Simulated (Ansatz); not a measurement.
Starting cell, SrF2 (fluorite):

```
SrF2
1.0
    0.00000     5.79063     5.79063
    2.89532     2.89532     5.79063
    2.89532     2.89532     0.00000
Sr F
2 4
Direct
  0.00000   0.00000   0.00000
  0.50000   0.00000   0.00000
  0.00000   0.25000   0.25000
  0.50000   0.25000   0.25000
  0.00000   0.75000   0.75000
  0.50000   0.75000   0.75000
```

A phonon eigenvector at X = (0.5, 0.5, 0.0) is frozen into this cell: atom i moves by Q times the vector below, so Q is the largest atomic displacement, in Å. The cell is held. (q is in reciprocal vectors of the primitive cell; the cell shown is doubled to hold the pattern.)

```csv
atom,x,y,z
F3,0.000,0.000,1.000
F4,0.000,0.000,-1.000
F5,0.000,0.000,1.000
F6,0.000,0.000,-1.000
```

Atoms not listed stay in place.

Level of theory: r2SCAN (plane waves to 500 eV, PAW, scalar-relativistic; Ansatz, a program for electronic structure). k mesh 10×10×10 (Γ-centred), Fermi-Dirac smearing 0.05 eV. SrF2 was relaxed with its symmetry unable to fall.

At one point of the scan the forces (eV/Å) are:

```tsv
atom	Fx	Fy	Fz
Sr1	0.000	0.000	0.000
Sr2	0.000	0.000	0.000
F3	0.000	0.000	-0.153
F4	0.000	0.000	0.153
F5	0.000	0.000	-0.153
F6	0.000	0.000	0.153
```

Task: Which point is it?
(A) Q = 0.017 Å
(B) Q = 0.050 Å
(C) Q = 0.083 Å

Result: C, Q = 0.083 Å

(For displaced atoms, the force is minus the slope of the energy, and its curvature is a force constant, which sets phonon frequencies.)
